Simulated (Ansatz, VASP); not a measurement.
One calculation of Mg, two programs

```
Mg
1.0
     3.21993    0.00000    0.00000
    -1.60997    2.78854    0.00000
     0.00000    0.00000    5.22764
Mg
2
Direct
  0.33333 0.66667 0.25000
  0.66667 0.33333 0.75000
```

Change from the starting cell: volume scaled by 1.01.

Alike in both runs: task single point; functional LDA; k mesh 12 × 12 × 7; occupations fermi-dirac, width 0.05 eV; no spin polarisation.

|  | VASP | Ansatz |
| --- | --- | --- |
| version | VASP 6.6.1 | Ansatz 0.2.0 |
| potentials or method | VASP PAW LDA potentials, release 64 (Mg), cutoff 520 eV | all-electron LAPW, scalar-relativistic |

|  | VASP | Ansatz | Ansatz less VASP |
| --- | --- | --- | --- |
| pressure (GPa) | -3.1 | -2.8 | +0.34 |
| largest component of the traceless stress (GPa) | 0.58 | 0.58 | 0.000 |

Ansatz ran all-electron here, so the differences hold the error of VASP's frozen core and of both bases.
